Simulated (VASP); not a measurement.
# GaCuSe2 (I-42d) in VASP: reference runs

Reference runs on GaCuSe2: the cell as given.

All numbers are computed with VASP 6.6.1; they aren't measurements. Logs are shortened: lines on timing, memory, paths and dates and some standing lists are left out, and cuts for length are marked.

**Measured values to compare with.**

From “Growth and anisotropy of transport properties of CuGaSe2 single crystals”, 2018, pmc:6251020, for a bulk crystal of GaCuSe2: band gap 1.72 eV.

The runs below are set against these values where they give the same quantity.

### Step 1. The crystal as given

The structure is tetragonal, space group I-42d (No. 122). Conventional cell: a = 5.619 Å, b = 5.619 Å, c = 11.026 Å, α = 90.00°, β = 90.00°, γ = 90.00°. Around Se (site symmetry 2) lie 2 Ga at 2.42 Å and 2 Cu at 2.42 Å. Ga (site symmetry -4) has 4 Se at 2.42 Å as nearest neighbours. Cu (site symmetry -4) is surrounded by 4 Se at 2.42 Å.

### Step 2. Single point, PBEsol

INCAR reads:

```
SYSTEM = GaCuSe2
PREC     = Accurate       ! precision mode
ENCUT    = 520            ! plane-wave cutoff, eV
EDIFF    = 1E-7           ! SCF threshold, eV
ISMEAR   = -1             ! smearing method
SIGMA    = 0.05           ! smearing width, eV
LREAL    = .False.        ! projectors in reciprocal space
LASPH    = .True.         ! aspherical terms in the spheres
NELM     = 100            ! most SCF steps
ALGO     = Normal         ! electronic algorithm
ISIF     = 2              ! what is computed and relaxed
LWAVE    = .False.        ! write WAVECAR
LCHARG   = .True.         ! write CHGCAR
GGA      = PS             ! functional
LVHAR    = .True.       
NBANDS   = 46             ! bands
KPAR     = 2
```

KPOINTS reads:

```
Automatic mesh
0
Gamma
  7 7 7
  0 0 0
```

POSCAR reads:

```
GaCuSe2
1.0
   -2.8095500000      2.8095500000      5.5130000000
    2.8095500000     -2.8095500000      5.5130000000
    2.8095500000      2.8095500000     -5.5130000000
Se Ga Cu
4 2 2
Direct
    0.1256200000      0.6250000000      0.0006200000
    0.8750000000      0.8743800000      0.4993800000
    0.6243800000      0.1250000000      0.9993800000
    0.3750000000      0.3756200000      0.5006200000
    0.2500000000      0.7500000000      0.5000000000
    0.5000000000      0.5000000000      0.0000000000
    0.7500000000      0.2500000000      0.5000000000
    0.0000000000      0.0000000000      0.0000000000
```

Potentials or basis: VASP PAW PBE potentials, release 64 (Se, Ga_d, Cu).

On the command line:

```bash
> cat potpaw_PBE.64/Se/POTCAR potpaw_PBE.64/Ga_d/POTCAR potpaw_PBE.64/Cu/POTCAR > POTCAR
> mpirun -np 2 vasp_std > vasp.out
```

OUTCAR:

```text
SYSTEM = GaCuSe2
   PREC = Accurate
   ENCUT = 520
   EDIFF = 1E-7
   ISMEAR = -1
   LREAL = .False.
   LASPH = .True.
   NELM = 100
   ISIF = 2
   GGA = PS

 ion  position               nearest neighbor table
   1  0.126  0.625  0.001-   6 2.42   5 2.42   8 2.42   7 2.42
   2  0.875  0.874  0.499-   6 2.42   5 2.42   8 2.42   7 2.42
   3  0.624  0.125  0.999-   5 2.42   6 2.42   7 2.42   8 2.42
   4  0.375  0.376  0.501-   5 2.42   6 2.42   7 2.42   8 2.42
   5  0.250  0.750  0.500-   3 2.42   4 2.42   1 2.42   2 2.42
   6  0.500  0.500  0.000-   1 2.42   2 2.42   4 2.42   3 2.42
   7  0.750  0.250  0.500-   2 2.42   4 2.42   3 2.42   1 2.42
   8  0.000  0.000  0.000-   1 2.42   3 2.42   2 2.42   4 2.42

  LATTYP: Found a body centered tetragonal cell.
 ALAT       =     5.6191000000
 C/A-ratio  =     1.9622359453

  Lattice vectors:

 A1 = (  -2.8095500000,   2.8095500000,   5.5130000000)
 A2 = (   2.8095500000,  -2.8095500000,   5.5130000000)
 A3 = (   2.8095500000,   2.8095500000,  -5.5130000000)

Analysis of symmetry for initial positions (statically):
=====================================================================
 Subroutine PRICEL returns:
 Original cell was already a primitive cell.

 Routine SETGRP: Setting up the symmetry group for a
 body centered tetragonal supercell.

 Subroutine GETGRP returns: Found  8 space group operations
 (whereof  4 operations were pure point group operations)
 out of a pool of 16 trial point group operations.

The static configuration has the point symmetry S_4 .
 The point group associated with its full space group is D_2d.

Analysis of symmetry for dynamics (positions and initial velocities):
=====================================================================
 Subroutine PRICEL returns:
 Original cell was already a primitive cell.

 Routine SETGRP: Setting up the symmetry group for a
 body centered tetragonal supercell.

 Subroutine GETGRP returns: Found  8 space group operations
 (whereof  4 operations were pure point group operations)
 out of a pool of 16 trial point group operations.

The dynamic configuration has the point symmetry S_4 .
 The point group associated with its full space group is D_2d.

 Subroutine INISYM returns: Found  8 space group operations
 (whereof  4 operations are pure point group operations),
 and found     1 'primitive' translations

----------------------------------------------------------------------------------------

                                     Primitive cell

  volume of cell :     174.0690

  direct lattice vectors                    reciprocal lattice vectors
    -2.809550000  2.809550000  5.513000000     0.000000000  0.177964443  0.090694722
     2.809550000 -2.809550000  5.513000000     0.177964443  0.000000000  0.090694722
     2.809550000  2.809550000 -5.513000000     0.177964443  0.177964443  0.000000000

  length of vectors
     6.795609715  6.795609715  6.795609715     0.199742022  0.199742022  0.251679728

  position of ions in fractional coordinates (direct lattice)
     0.125620000  0.625000000  0.000620000
     0.875000000  0.874380000  0.499380000
     0.624380000  0.125000000  0.999380000
     0.375000000  0.375620000  0.500620000
     0.250000000  0.750000000  0.500000000
     0.500000000  0.500000000  0.000000000
     0.750000000  0.250000000  0.500000000
     0.000000000  0.000000000  0.000000000

  ion indices of the primitive-cell ions
   primitive index   ion index
                 1           1
                 2           2
                 3           3
                 4           4
                 5           5
                 6           6
                 7           7
                 8           8

----------------------------------------------------------------------------------------

 KPOINTS: Automatic mesh

Automatic generation of k-mesh.
 Grid dimensions read from file:
 generate k-points for:    7    7    7

 Generating k-lattice:

  Cartesian coordinates                     Fractional coordinates (reciprocal lattice)
     0.000000000  0.025423492  0.012956389     0.142857143  0.000000000  0.000000000
     0.025423492  0.000000000  0.012956389     0.000000000  0.142857143  0.000000000
     0.025423492  0.025423492  0.000000000     0.000000000  0.000000000  0.142857143

  Length of vectors
     0.028534575  0.028534575  0.035954247

  Shift w.r.t. Gamma in fractional coordinates (k-lattice)
     0.000000000  0.000000000  0.000000000

 Subroutine IBZKPT returns following result:
 ===========================================

 Found     40 irreducible k-points:

 Following reciprocal coordinates:
            Coordinates               Weight
  0.000000  0.000000  0.000000      1.000000
  0.142857  0.000000  0.000000      8.000000
  0.285714  0.000000 -0.000000      8.000000
  0.428571 -0.000000  0.000000      8.000000
  0.142857  0.142857  0.000000      8.000000
  0.285714  0.142857  0.000000     16.000000
[... 16 lines left out ...]
 -0.142857  0.285714  0.142857      8.000000
 -0.428571  0.428571  0.142857      8.000000
 [... further k-points ...]
   k-points           NKPTS =     40   k-points in BZ     NKDIM =     40   number of bands    NBANDS=     46
   number of dos      NEDOS =    301   number of ions     NIONS =      8
   total plane-waves  NPLWV = 157464
   dimension x,y,z NGX =    54 NGY =   54 NGZ =   54
   dimension x,y,z NGXF=   108 NGYF=  108 NGZF=  108
   ions per type =               4   2   2
   NGX,Y,Z   is equivalent  to a cutoff of  13.21, 13.21, 13.21 a.u.
   NGXF,Y,Z  is equivalent  to a cutoff of  26.42, 26.42, 26.42 a.u.
 SYSTEM =  GaCuSe2
   PREC   = accura    normal or accurate (medium, high low for compatibility)
   ISTART =      0    job   : 0-new  1-cont  2-samecut
   ICHARG =      2    charge: 1-file 2-atom 10-const
   ISPIN  =      1    spin polarized calculation?
   LNONCOLLINEAR =      F non collinear calculations
   LSORBIT =      F    spin-orbit coupling
   LASPH  =      T    aspherical Exc in radial PAW
   ENCUT  =  520.0 eV  38.22 Ry    6.18 a.u.  12.64 12.64 12.64*2*pi/ulx,y,z
   NELM   =    100;   NELMIN=  2; NELMDL= -5     # of ELM steps
   EDIFF  = 0.1E-06   stopping-criterion for ELM
   LREAL  =      F    real-space projection
   EDIFFG = 0.1E-05   stopping-criterion for IOM
   NSW    =      0    number of steps for IOM
   IBRION =     -1    ionic relax: 0-MD 1-quasi-New 2-CG
   NFREE  =      0    steps in history (QN), initial steepest desc. (CG)
   ISIF   =      2    stress and relaxation
   ISYM   =      2    0-nonsym 1-usesym 2-fastsym
   POTIM  = 0.5000    time-step for ionic-motion
   TEBEG  =    0.0;   TEEND  =   0.0 temperature during run
   PSTRESS=    0.0 pullay stress
   NELECT =      72.0000    total number of electrons
   NUPDOWN=      -1.0000    fix difference up-down
   EMIN   =  10.00;   EMAX   =-10.00  energy-range for DOS
   EFERMI =   0.00;   METHOD = LEGACY
   ISMEAR =    -1;   SIGMA  =   0.05  broadening in eV -4-tet -1-fermi 0-gaus
   EFERMI_NEDOS =   21; number of points for ismear=-14 and -15
   IALGO  =     38    algorithm
   IMIX   =      4    mixing-type and parameters
     AMIX     =   0.40;   BMIX     =  1.00
     AMIX_MAG =   1.60;   BMIX_MAG =  1.00
  volume/ion in A,a.u.               =      21.76       146.83
  Fermi-wavevector in a.u.,A,eV,Ry     =   1.219772  2.305034 20.243327  1.487843
  Thomas-Fermi vector in A             =   2.355012
   LORBIT       =      0    0 simple, 1 ext, 2 COOP (PROOUT), +10 PAW based schemes
   GGA     = PS    functional components
   LHFCALC =     F    Hartree Fock is set to
   AEXX    =    0.0000 exact exchange contribution
   IVDW    =     0    specifies the selected vdW correction
   LEPSILON=     F    determine dielectric tensor
   LRPA    =     F    only Hartree local field effects (RPA)
 non-spin polarized calculation
  energy-cutoff  :      520.00
  volume of cell :      174.07
 maximum number of plane-waves:      4730
 NGX is ok and might be reduce to    54
   NGX = 25   NGY = 25   NGZ = 25

 number of electron      72.0000027 magnetization

 Free energy of the ion-electron system (eV)
  ---------------------------------------------------
  ext. energy  EPLUGINS =         0.00000000
  ---------------------------------------------------
  free energy    TOTEN  =       -34.36551724 eV

  energy without entropy =      -34.36500961  energy(sigma->0) =      -34.36526342

 E-fermi :   4.0060     XC(G=0):  -9.8343

 val. band max:        3.8846285111   @ k =   0.0000   0.0000   0.0000
 cond. band min:       4.0675463543   @ k =   0.0000   0.0000   0.0000
 fundamental gap:      0.1829178432
 Fermi energy:         4.0060463365

 k-point     1 :       0.0000    0.0000    0.0000
  band No.  band energies     occupation
      1     -11.6348      2.00000
      2     -11.6348      2.00000
      3     -11.6341      2.00000
      4     -11.4718      2.00000
      5     -11.4570      2.00000
      6     -11.4570      2.00000
[... 38 lines left out ...]
     45       8.6471      0.00000
     46       8.9501      0.00000

 k-point     2 :       0.1429    0.0000    0.0000
  band No.  band energies     occupation
      1     -11.6391      2.00000
      2     -11.6349      2.00000
      3     -11.6306      2.00000
      4     -11.4782      2.00000
      5     -11.4637      2.00000
      6     -11.4560      2.00000
[... 38 lines left out ...]
     45       8.8447      0.00000
     46       9.2148      0.00000

 k-point     3 :       0.2857    0.0000   -0.0000
  band No.  band energies     occupation
      1     -11.6463      2.00000
      2     -11.6377      2.00000
      3     -11.6209      2.00000
      4     -11.5003      2.00000
      5     -11.4678      2.00000
      6     -11.4542      2.00000
[... 1018 lines left out ...]
     45       9.5511      0.00000
     46       9.7885      0.00000

 k-point    24 :      -0.4286    0.4286    0.1429
  band No.  band energies     occupation
      1     -11.6539      2.00000
      2     -11.6472      2.00000
      3     -11.5850      2.00000
      4     -11.5519      2.00000
      5     -11.4647      2.00000
      6     -11.4599      2.00000
[... 38 lines left out ...]
     45       9.3442      0.00000
     46       9.4995      0.00000

 [... further k-points ...]
[... 5 lines left out ...]
  --------------------------------------------------------------------------------------
  -------------------------------------------------------------------------------------
  Total       -0.6074291     -0.6074291     -0.3568442      0.0000000     -0.0000000      0.0000000
  in kB       -5.5909381     -5.5909381     -3.2844883      0.0000000     -0.0000000      0.0000000
  external PRESSURE =      -4.8221215 kB  Pullay stress =       0.0000000 kB

 VOLUME and BASIS-vectors are now :
 -----------------------------------------------------------------------------
  energy-cutoff  :      520.00
  volume of cell :      174.07
      direct lattice vectors                 reciprocal lattice vectors
    -2.809550000  2.809550000  5.513000000     0.000000000  0.177964443  0.090694722
     2.809550000 -2.809550000  5.513000000     0.177964443  0.000000000  0.090694722
     2.809550000  2.809550000 -5.513000000     0.177964443  0.177964443  0.000000000

 POSITION                                       TOTAL-FORCE (eV/Angst)
 -----------------------------------------------------------------------------------
      1.40478     -1.40129      4.13475         0.000000     -0.412292     -0.000000
      1.40129      1.40477      6.89125         0.412292     -0.000000      0.000000
      1.40477      4.21084     -1.37825        -0.000000      0.412292      0.000000
      1.40826      1.40478      1.37825        -0.412292     -0.000000     -0.000000
      2.80955     -0.00000      2.75650         0.000000     -0.000000     -0.000000
      0.00000      0.00000      5.51300         0.000000     -0.000000      0.000000
     -0.00000      2.80955      2.75650         0.000000     -0.000000     -0.000000
      0.00000      0.00000      0.00000         0.000000     -0.000000     -0.000000
 -----------------------------------------------------------------------------------
    total drift:                                0.000001      0.000001     -0.000001

  FREE ENERGIE OF THE ION-ELECTRON SYSTEM (eV)
  ---------------------------------------------------
  free  energy   TOTEN  =       -34.3655172372 eV

  energy  without entropy=      -34.3650096077  energy(sigma->0) =      -34.36526342
```

Wall time 4.2 min (2 MPI ranks of Intel Xeon 6975P-C (Granite Rapids), shared host); peak memory 0.56 GiB.

What came out:

```
Free energy            : -34.3655 eV
Pressure               : -0.5 GPa
Largest force          : 0.412 eV/Å
Band gap on the k mesh : 0.18 eV, direct
```

Forces in eV/Å, atoms in the order of the input:
```
Se   0.000 -0.412  0.000
Se   0.412  0.000  0.000
Se   0.000  0.412  0.000
Se  -0.412  0.000  0.000
Ga   0.000  0.000  0.000
Ga   0.000  0.000  0.000
Cu   0.000  0.000  0.000
Cu   0.000  0.000  0.000
```

Caveat: the PAW data sets were made with another functional, which shifts forces and pressure a little.

### Step 3. Comparison with measurements

Step 2. Measured gap of GaCuSe2: 1.72 eV (“Growth and anisotropy of transport properties of CuGaSe2 single crystals”, 2018, pmc:6251020). This calculation gives 0.18 eV (-1.54 eV). So large a miss can be the level of theory's own, or it may mean another phase, state or a wrong row. 2 values of this kind are on record in papers (1.7 to 1.72 eV); this one was drawn at random among those near their median. Spin-orbit coupling on Ga, Se is left out. The value is that of PBEsol, without temperature or zero-point motion. Semilocal functionals fall short of measured gaps as a rule.
